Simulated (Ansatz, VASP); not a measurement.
## One calculation of PtSe2, two programs

```
CELL_PARAMETERS angstrom
3.57504 0.00000 0.00000
-1.78752 3.09608 0.00000
0.00000 0.00000 5.46696
ATOMIC_POSITIONS crystal
Pt 0.00000 0.00000 0.00000
Se 0.33333 0.66667 0.25000
Se 0.66667 0.33333 0.75000
```

Change from the starting cell: strain -0.040 along x and y, +0.080 along z, atoms carried along.

Alike in both runs: task single point; functional PBEsol; k mesh 12 × 12 × 10; occupations gaussian, width 0.15 eV; no spin polarisation.

|  | VASP | Ansatz |
| --- | --- | --- |
| version | VASP 6.6.1 | Ansatz 0.2.0 |
| potentials or method | VASP PAW PBE potentials, release 64 (Pt, Se) | scalar-relativistic, plane waves, PAW |
| plane-wave cutoff (eV) | 520 | 420 |
| valence electrons in the cell | 22 | 50 |

```csv
,VASP,Ansatz,Ansatz less VASP
gap on the k mesh at the Fermi level (eV),none,none,-
pressure (GPa),6.5,6.3,-0.13
largest component of the traceless stress (GPa),5.41,5.37,-0.031
rms of the force components (eV/Å),0.049,0.040,-0.0085
```

Atom by atom the forces differ by 0.008 eV/Å (rms over components). A gap of «none» marks a metal or a gap that the smearing closes. The two sets of potentials don't hold the same shells in valence.

Caveats: the PAW data sets were made with another functional, which shifts forces and pressure a little (VASP). Spin-orbit coupling is left out, which matters for the levels of Pt.
